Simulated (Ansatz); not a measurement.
Runs of Ansatz 0.2.0 on Rh. Symmetry: P6_3/mmc, No. 194, hexagonal system. Conventional cell: a = 2.692 Å, b = 2.692 Å, c = 8.798 Å, α = 90.00°, β = 90.00°, γ = 120.00°. Rh (site symmetry -6m2) is surrounded by 12 Rh at 2.69 Å. Around Rh (site symmetry -3m) lie 12 Rh at 2.69 Å. This isn't the form of Rh at room conditions, which is fcc.

| task | level | spin | k mesh | cutoff (eV) | points for each segment of the path | atoms under strain | gap on the mesh (eV) | pressure (GPa) | V0 of scaled cells (Å³/atom) | B0 (GPa) |
| --- | --- | --- | --- | --- | --- | --- | --- | --- | --- | --- |
| band structure | PBEsol | SOC, no magnetisation | 11 × 11 × 3 | 420 | 14 | - | none | (a) | - | - |
| equation of state | r2SCAN | off | 11 × 11 × 3 | 500 | - | - | - | - | 13.74 | (b) |
| phonons | PBEsol | off | 10 × 10 × 4 | 420 | - | - | none | - | - | - |
| equation of state | LDA | off | 11 × 11 × 3 | 420 | - | - | - | - | 13.25 | 316 |
| elastic constants | PBEsol | off | 10 × 10 × 4 | 420 | - | clamped | none | -5.7 | - | - |

Alike in all rows: potentials or basis Ansatz PAW; cell as given; smearing fermi-dirac 0.05 eV.

Q: Estimate the missing entries.

A: (a) -5.4; (b) 280.

Caveats: the PAW data sets come from PBE, with cores solved anew for the run's functional, which leaves a small shift of forces and pressure (some runs); the cell was scaled at fixed shape and fractional positions, which overstates the stiffness of a crystal with free parameters, most of all of layers and chains (some runs); the PAW data sets were made with another functional, which shifts forces and pressure a little (some runs); the cell is more than 3 GPa from zero pressure, which shifts response properties (some runs); elastic constants of metals need much finer meshes, so these are rough (some runs).

A k mesh can miss the band edges, and rows without SOC leave out spin-orbit coupling on Rh.

A gap of «none» marks a metal or a gap under the smearing width.
